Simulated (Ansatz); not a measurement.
From the elastic tensor of ZnO at 15 GPa (stress–strain coefficients) to moduli and sound speeds

The calculation used DFT PBE, scalar-relativistic, plane waves, PAW in Ansatz. Plane waves to 420 eV; Γ-centred k mesh 12×12×6; fixed occupations. No spin polarisation.

The structure is hexagonal, space group P6_3mc (No. 186). Conventional cell: a = 3.178 Å, b = 3.178 Å, c = 5.128 Å, α = 90.00°, β = 90.00°, γ = 120.00°. Zn (site symmetry 3m) has 4 O at 1.94 Å as nearest neighbours. Around O (site symmetry 3m) lie 4 Zn at 1.94 Å.

The real crystal has changed phase below this pressure. The bands were filled as in an insulator; under compression the gap may have closed between mesh points.

Relaxed-ion constants (GPa, on the Cartesian axes of the calculation):
C11 = 232.4, C12 = 178.5, C13 = 165.3, C22 = 232.4, C23 = 165.3, C33 = 244.6, C44 = 26.4, C55 = 26.4, C66 = 27.0 GPa; the others vanish.

Density 6.024 g/cm³; 4 atoms in 44.86 Å³.

The values that follow are for a polycrystal of randomly turned grains, by Hill's mean where one number stands.

With S = C⁻¹: B_V = (C11+C22+C33+2(C12+C13+C23))/9, G_V = (C11+C22+C33−C12−C13−C23+3(C44+C55+C66))/15, 1/B_R = S11+S22+S33+2(S12+S13+S23), 15/G_R = 4(S11+S22+S33−S12−S13−S23)+3(S44+S55+S66); Hill is their mean. Then v_l = √((B+4G/3)/ρ), v_t = √(G/ρ), v_m = [(2/v_t³+1/v_l³)/3]^(−1/3) and Θ = (ħ/k_B)·v_m·(6π²n/V)^(1/3) for n atoms in the volume V; E = 9BG/(3B+G), ν = (3B−2G)/(2(3B+G)) and A^U = 5G_V/G_R + B_V/B_R − 6.

```
Bulk modulus, Voigt / Reuss / Hill          : 191.9 / 191.9 / 191.9 GPa
Shear modulus, Voigt / Reuss / Hill         : 29.3 / 28.6 / 29.0 GPa
Young's modulus                             : 83 GPa
Poisson ratio                               : 0.428
Pugh ratio B/G                              : 6.63
Universal anisotropy index                  : 0.13
Longitudinal and transverse sound speeds    : 6186 and 2192 m/s
Debye temperature from the mean sound speed : 331 K
```

Cost: 1 run of about 7.8 core-minutes, on Intel Xeon Platinum 8488C (Sapphire Rapids) (shared hosts).

Compressed wurtzite ZnO resists a change of volume far more than a change of shape: the Hill bulk modulus is 191.9 GPa, the shear modulus only 29.0 GPa. Compression must shorten the stiff, partly ionic Zn–O bonds, whereas shear can largely be taken up by bending the tetrahedral angles and by internal displacements of the sublattices. The low shear constants fit the known shear softening of wurtzite ZnO under pressure, probably because the electrostatic drive towards denser packing increasingly offsets the bond-bending forces.

The tensor is still positive definite, so the lattice withstands small homogeneous strains at this pressure; that is compatible with a first-order transition to another structure being favourable. The large Pugh ratio reflects this weak shear resistance and is no evidence of ductility, which in a partly ionic semiconductor depends on dislocation motion. The slow transverse waves dominate the mean sound speed and so keep the Debye temperature low, despite the high bulk modulus.
